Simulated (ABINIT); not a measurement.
The system is Ti.

```xyz
2
Lattice="2.9500 0.0000 0.0000 -1.4750 2.5548 0.0000 0.0000 0.0000 4.6800" Properties=species:S:1:pos:R:3 pbc="T T T"
Ti    1.4750    0.8516    3.5100
Ti    0.0000    1.7032    1.1700
```

| Property | Result |
| --- | --- |
| Program | ABINIT 10.8.3 (patched build) |
| Task | single point |
| Functional | PBEsol |
| Potentials or basis | PseudoDojo NC SR PBEsol v0.4.1 standard |
| Cutoff | 1143 eV |
| k mesh | 10 × 10 × 6 |
| Occupations | fermi-dirac, width 0.05 eV |
| Spin | no spin polarisation |

On this cell: pressure -5.6 GPa; largest force under 0.003 eV/Å; band gap on the k mesh none (metal or under the smearing width).

The same run follows on a disturbed copy (atoms moved at random, drawn with an rms of 0.05 Å):

```
Ti
1.0
     2.95000    0.00000    0.00000
    -1.47500    2.55477    0.00000
     0.00000    0.00000    4.68000
Ti
2
Direct
  0.68616 0.32688 0.74849
  0.33797 0.67291 0.24873
```

What changes?

The energy (extrapolated to zero smearing) moves by +2.0 meV/atom; pressure -5.7 GPa; largest force 0.102 eV/Å; band gap on the k mesh none (metal or under the smearing width).

Forces in eV/Å, atoms in the order of the input:
```
Ti  -0.091  0.046  0.003
Ti   0.091 -0.046 -0.003
```

Stress tensor (GPa, compression positive):
```
-5.88  0.68  0.00
 0.68 -5.18  0.00
 0.00  0.00 -5.95
```
